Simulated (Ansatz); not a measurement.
A computed series for AlSb: thickness series

The parent structure is AlSb in the zinc blende structure (space group F-43m, No. 216).

```
CELL_PARAMETERS angstrom
      0.00000     3.08862     3.08862
      3.08862     0.00000     3.08862
      3.08862     3.08862     0.00000
ATOMIC_POSITIONS crystal
  Sb 0.75000 0.75000 0.75000
  Al 0.00000 0.00000 0.00000
```

Cartesian axes are those of the cell as printed.

Free-standing slabs (2 atom(s) a layer) normal to [110] with 15 Å of vacuum; in-plane cell held at bulk.

Calculations: Ansatz (a first-principles code), r2SCAN, PAW, cutoff 500 eV, no SOC.

Notes on the quantities. excess energy per area of both faces: slab less bulk energy over the cell's area: twice a surface energy.

| change | gap character | excess energy per area of both faces | thickness between the outermost nuclei | band gap |
|---|---|---|---|---|
| base | – | – | – | 1.51 eV |
| 1 layer | – | – | – | zero |
| 2 layers | indirect, Γ → k = (0.455, 0, 0) in the run's primitive reciprocal basis | 1.07 J/m² | 2.71 Å | 1.73 eV |
| 3 layers | indirect, Γ → X | 1.36 J/m² | 4.86 Å | 0.30 eV |
| 4 layers | indirect, Γ → k = (0.455, 0, 0) in the run's primitive reciprocal basis | … | 7.10 Å | … |
| 5 layers | indirect, Γ → X | 1.31 J/m² | 9.23 Å | 0.83 eV |
| 6 layers | indirect, Γ → k = (0.455, 0, 0) in the run's primitive reciprocal basis | 1.30 J/m² | 11.44 Å | 0.97 eV |
| 7 layers | indirect, Γ → X | 1.30 J/m² | 13.61 Å | 0.85 eV |

Question: What belongs in the blanks?

Answer: 
- 4 layers, excess energy per area of both faces: 1.28 J/m²
- 4 layers, band gap: 1.05 eV

The excess energy carries the mismatch between the slab's and the bulk's meshes. Spin-orbit coupling, missing from the scalar runs, can matter with Sb. Stability against distortions was not tested. All final runs are without spin polarisation. The zero or small gap of AlSb can change with the level of theory. Labels are those of the standard path for the cell's own space group.
